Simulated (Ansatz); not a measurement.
# TiSe2: the cost of one run

Method: DFT LDA, scalar-relativistic, plane waves, PAW, in Ansatz 0.2.0.

A COD entry behind a cell of this session may itself be a prediction, so a difference from it is no test against experiment.

## 1. The structure to begin with

It takes space group P-3m1 (No. 164, trigonal). The conventional cell has a = 3.536 Å, b = 3.536 Å, c = 6.004 Å, α = 90.00°, β = 90.00°, γ = 120.00°. Ti (site symmetry -3m) is surrounded by 6 Se at 2.55 Å. Around Se (site symmetry 3m) lie 3 Ti at 2.55 Å.

Coordinates:

```
Ti Se
1.0
     3.53600    0.00000    0.00000
    -1.76800    3.06227    0.00000
     0.00000    0.00000    6.00400
Ti Se
1 2
Cartesian
  0.0000 0.0000 0.0000
  0.0000 2.0415 1.5322
  1.7680 1.0208 4.4718
```

The structure comes from the Crystallography Open Database.

(A quick probe on a coarse mesh, which set the mesh and smearing, is not shown.)

## 3. Relaxing cell and atoms

input.yaml

```yaml
crystal:
  lattice:
    - [3.536, 0.0, 0.0]
    - [-1.768, 3.0622658278, 0.0]
    - [0.0, 0.0, 6.004]
  atoms:
    - { symbol: Ti, position: [0.0, 0.0, 0.0] }
    - { symbol: Se, position: [0.3333333333, 0.6666666667, 0.2552] }
    - { symbol: Se, position: [0.6666666667, 0.3333333333, 0.7448] }
basis:
  ecutwfc: 420
kpoints:
  mp_grid: { grid: [15, 15, 8] }
hamiltonian:
  xc: lda
scf:
  occupations: { method: gaussian, width: 0.1 }
output:
  forces: true
  stress: true
  eigenvalues: true
  write_density: true
  write_potential: true
  elf: true
  volumetric_format: npy
relax:
  adjacent_minimum: "off"
  f_tol: 0.005
  max_steps: 80
  cell: { stress_tol: 0.05 }
```

On the command line:

```
$ ansatz run input.yaml --threads 2 --pin off --max-ram 5120MiB --backend cpu --events-out ev --progress --plain --runs-dir out
```

Q: Estimate wall time and peak memory on 2 threads of Intel Xeon Platinum 8259CL at 2.50GHz (Skylake/Cascade Lake), shared host.

About 94 s, with a peak of 0.61 GiB.
